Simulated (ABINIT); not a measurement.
Crystal: Rh.

```
Rh
1.0
     0.00000    1.89785    1.89785
     1.89785    0.00000    1.89785
     1.89785    1.89785    0.00000
Rh
1
Direct
  0.00000 0.00000 0.00000
```

Base run:

```yaml
Program: ABINIT 10.8.3 (patched build)
Functional: BP86
Potentials_or_basis: JTH PAW PBE v2.0
Cutoff: 544 eV
k_mesh: 12 × 12 × 12
Occupations: fermi-dirac, width 0.05 eV
Spin: no spin polarisation
```

Its results: band gap on the k mesh none (metal or under the smearing width); pressure 9.1 GPa.

Task: The run is repeated on the same cell with these changes: functional from BP86 to SOGGA. What comes out?

Result: Band gap on the k mesh none (metal or under the smearing width); pressure -6.5 GPa.

Caveats: the PAW data sets were made with another functional, which shifts forces and pressure a little.
